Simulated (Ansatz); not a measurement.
# SiO₂: a ladder of calculations

Cell of run 1: a structure deposited in the COD, taken as it stands.

```yaml
crystal:
  lattice:
    - [7.16000, 0.00000, 0.00000]
    - [0.00000, 7.16000, 0.00000]
    - [0.00000, 0.00000, 7.16000]
  atoms:
    - { symbol: Si, position: [0.25500, 0.25500, 0.25500] }
    - { symbol: Si, position: [0.24500, 0.74500, 0.75500] }
    - { symbol: Si, position: [0.75500, 0.24500, 0.74500] }
    - { symbol: Si, position: [0.74500, 0.75500, 0.24500] }
    - { symbol: Si, position: [0.99200, 0.99200, 0.99200] }
    - { symbol: Si, position: [0.50800, 0.00800, 0.49200] }
    - { symbol: Si, position: [0.49200, 0.50800, 0.00800] }
    - { symbol: Si, position: [0.00800, 0.49200, 0.50800] }
    - { symbol: O, position: [0.12500, 0.12500, 0.12500] }
    - { symbol: O, position: [0.37500, 0.87500, 0.62500] }
    - { symbol: O, position: [0.62500, 0.37500, 0.87500] }
    - { symbol: O, position: [0.87500, 0.62500, 0.37500] }
    - { symbol: O, position: [0.66000, 0.66000, 0.06200] }
    - { symbol: O, position: [0.84000, 0.34000, 0.56200] }
    - { symbol: O, position: [0.16000, 0.84000, 0.93800] }
    - { symbol: O, position: [0.34000, 0.16000, 0.43800] }
    - { symbol: O, position: [0.06200, 0.66000, 0.66000] }
    - { symbol: O, position: [0.56200, 0.84000, 0.34000] }
    - { symbol: O, position: [0.93800, 0.16000, 0.84000] }
    - { symbol: O, position: [0.43800, 0.34000, 0.16000] }
    - { symbol: O, position: [0.66000, 0.06200, 0.66000] }
    - { symbol: O, position: [0.34000, 0.56200, 0.84000] }
    - { symbol: O, position: [0.84000, 0.93800, 0.16000] }
    - { symbol: O, position: [0.16000, 0.43800, 0.34000] }
```

Atom numbers follow the list; atoms alike are taken as one site, whose name carries the number of the first.

Relaxed positions (PBE, cell held):

```
CELL_PARAMETERS angstrom
7.16000 0.00000 0.00000
0.00000 7.16000 0.00000
0.00000 0.00000 7.16000
ATOMIC_POSITIONS crystal
Si 0.28071 0.28071 0.28071
Si 0.21929 0.71929 0.78071
Si 0.78071 0.21929 0.71929
Si 0.71929 0.78071 0.21929
Si 0.02058 0.02058 0.02058
Si 0.47942 0.97942 0.52058
Si 0.52058 0.47942 0.97942
Si 0.97942 0.52058 0.47942
O 0.15054 0.15054 0.15054
O 0.34946 0.84946 0.65054
O 0.65054 0.34946 0.84946
O 0.84946 0.65054 0.34946
O 0.63982 0.66158 0.04343
O 0.86018 0.33842 0.54343
O 0.13982 0.83842 0.95657
O 0.36018 0.16158 0.45657
O 0.04343 0.63982 0.66158
O 0.54343 0.86018 0.33842
O 0.95657 0.13982 0.83842
O 0.45657 0.36018 0.16158
O 0.66158 0.04343 0.63982
O 0.33842 0.54343 0.86018
O 0.83842 0.95657 0.13982
O 0.16158 0.45657 0.36018
```

All runs are DFT with Ansatz 0.2.0 (plane waves and PAW, scalar-relativistic unless spin–orbit coupling is named, Γ-centred meshes, Fermi–Dirac smearing where given) in this cell.

Run 1: PBE, atoms as given; 420 eV, 4×4×4 k-points, smearing 0.02 eV.
Run 2: PBE, atoms relaxed; 420 eV, 4×4×4 k-points, smearing 0.02 eV.
Run 3: r2SCAN, at the relaxed atoms; 500 eV, 4×4×4 k-points, smearing 0.02 eV.

```tsv
run	Si1 V_zz (η)	Si5 V_zz (η)	O9 V_zz (η)	O13 V_zz (η)
1	-1.82 (0.00)	2.83 (0.00)	10.84 (0.00)	9.37 (0.61)
2	?	?	?	?
3	0.38 (0.00)	-0.14 (0.00)	10.48 (0.00)	9.56 (0.18)
```

V_zz in 10²¹ V/m².

Q: Estimate the row of run 2.

A: Si1: 0.40 (0.00); Si5: -0.15 (0.00); O9: 10.60 (0.00); O13: 9.68 (0.18). It lies nearest to run 3, from whose tensors on these sites it differs by 0.13 at most (largest principal value of the difference, on O13). Taken one at a time, the positions of the atoms (as given or relaxed) move the tensors on these sites by up to 7.79 (largest principal value of the change, on O13), the functional (r2SCAN with its higher cutoff) by 0.13 (O13).

The database positions were far from equilibrium, so the relaxed structure may not be the compound's real one. In runs 1, 3 the atoms aren't at the calculated equilibrium (largest force 3.5, 0.26 eV/Å). Run 1: The database positions are far from the calculated equilibrium, so these values describe the entry as written and may be far from the real compound's.
